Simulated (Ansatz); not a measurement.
# Does disorder add resistance in series? Ta(100) layers with 12.5 % Li

Two lengths of the disordered region are known. What area resistance does the third give?

How it was computed: Ansatz 0.2.0, plane waves with PAW datasets at their recommended cutoffs (420 eV for most), Fermi-Dirac smearing; ballistic transmission by layer matching. The area resistance is RA = A (h/2e²)(1/T − 1/N), with T the zone-mean transmission per spin and N the lead's channels, both averaged over a few energies near the Fermi level; for magnets each spin is taken apart, with h/e², and the two conduct in parallel. Lateral cell 2x2, PBE, a fresh random draw for each length.

Results; the value marked ? is to be predicted:

| length (Å) | channels N | RA (fΩ m²) |
| --- | --- | --- |
| 6.61 | 10.21 | 0.488 |
| 13.2 | 10.30 | 0.892 |
| 19.8 | 10.21 | ? |

Worked fit:

Ohm's law makes RA linear in the length: the slope is (0.892 − 0.488)/(13.2 − 6.61) = 0.0611 fΩ m² per Å, or 61 µΩ cm. Then 0.892 + 0.0611 × 6.61. Predicted: 1.30 fΩ m².

What the run gave:

0.973 fΩ m², so the prediction is 33 % too high. The three lengths together give 37 µΩ cm. Single draws scatter; these runs don't part the causes of the miss, and leave the question open.

Caveats: The scatterers repeat sideways with the small cell. The slope is a raw one; a model of isotropic scattering puts it 1.02 times the bulk value over these lengths. Atoms sit unrelaxed on the host's lattice, and the pair may not mix at random in practice. Spin-orbit coupling is left out, which matters for Ta.
